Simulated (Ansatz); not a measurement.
Runs of Ansatz 0.2.0 on PtS2. It takes space group P-3m1 (No. 164, trigonal). The conventional cell has a = 3.543 Å, b = 3.543 Å, c = 5.039 Å, α = 90.00°, β = 90.00°, γ = 120.00°. Around Pt (site symmetry -3m) lie 6 S at 2.34 Å. S (site symmetry 3m) is surrounded by 3 Pt at 2.34 Å. 

```tsv
task	level	cell	k mesh	points for each segment of the path	gap on the mesh (eV)	pressure (GPa)	relaxed volume (Å³/atom)	largest force (eV/Å)
relaxation of cell and atoms	PBEsol+D4	relaxed	9 × 9 × 5	-	-	0.0	16.44	-
relaxation of cell and atoms	RPBE+D3(BJ)	relaxed	9 × 9 × 5	-	-	0.0	14.15	-
relaxation of cell and atoms	PBE+D3(BJ)	relaxed	9 × 9 × 5	-	-	0.0	17.27	-
relaxation of cell and atoms	RPBE+D4	relaxed	9 × 9 × 5	-	-	0.0	(b)	-
relaxation of cell and atoms	HSE06	relaxed	6 × 6 × 4	-	2.79	0.0	(a)	-
band structure	PBE0	as given	6 × 6 × 4	4	(c)	7.0	-	0.89
relaxation of cell and atoms	PBE0	relaxed	6 × 6 × 4	-	3.50	0.0	23.60	-
band structure	HSE06	as given	6 × 6 × 4	4	1.67	7.0	-	0.89
relaxation of cell and atoms	PBE+D4	relaxed	9 × 9 × 5	-	-	0.0	17.36	-
relaxation of cell and atoms	PBEsol+D3(BJ)	relaxed	9 × 9 × 5	-	-	0.0	16.07	-
```

Alike in all rows: potentials or basis Ansatz PAW; no spin polarisation; cutoff (eV) 420; smearing fermi-dirac 0.05 eV.

Question: Fill in the values left out.

Answer: (a) 23.47; (b) 16.34; (c) 2.33.

Caveats: the plane-wave basis is chosen anew once the cell has moved, so the energies of steps on either side of that aren't comparable (some runs); the PAW data sets come from PBE, with cores solved anew for the run's functional, which leaves a small shift of forces and pressure (some runs); spin-orbit coupling is left out, which moves the levels of the heavy elements (some runs); the volume moved by over 15 % at a fixed basis, so the end points are rough (some runs); this functional lacks dispersion, which binds the layers, so the pressure and a relaxed spacing across them are unreliable, and here the layers came unbound (some runs); the thresholds are loose for stress (some runs); the volume moved by -23 % from the deposited cell, more than functionals usually miss (some runs).

A k mesh can miss the band edges, and the runs leave out spin-orbit coupling on Pt.
